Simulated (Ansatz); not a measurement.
InCuS₂:
```xyz
8
Lattice="-2.7610 2.7610 5.5652 2.7610 -2.7610 5.5652 2.7610 2.7610 -5.5652" Properties=species:S:1:pos:R:3 pbc="T T T"
Cu     0.0000     0.0000     0.0000
Cu     0.0000     2.7610     2.7826
In     0.0000     0.0000     5.5652
In     2.7610     0.0000     2.7826
S      1.2240     1.3805     1.3913
S     -1.3805     1.5370     4.1739
S      1.5370     1.3805     6.9565
S      4.1414     1.2240    -1.3913
```

Plane-wave PAW r²SCAN (Ansatz code) gives a gap of 0.36 eV without spin–orbit coupling, maximum at Γ, minimum at Γ.

Question: What happens when spin–orbit coupling is switched on?

Answer: The gap falls by 0.03 eV, to 0.33 eV; maximum at Γ, minimum at Γ.

Question: Give the electron effective mass with spin–orbit coupling.

Answer: 0.073, 0.073, 0.078 mₑ (principal values).

Question: Give the hole effective mass with spin–orbit coupling.

Answer: 0.15, 0.27, 0.27 mₑ (principal values).

Space group I-42d (chalcopyrite). Symmetry was held in the r²SCAN relaxation. The run is not spin-polarised.

Potentials: the later of the program's two PAW sets.
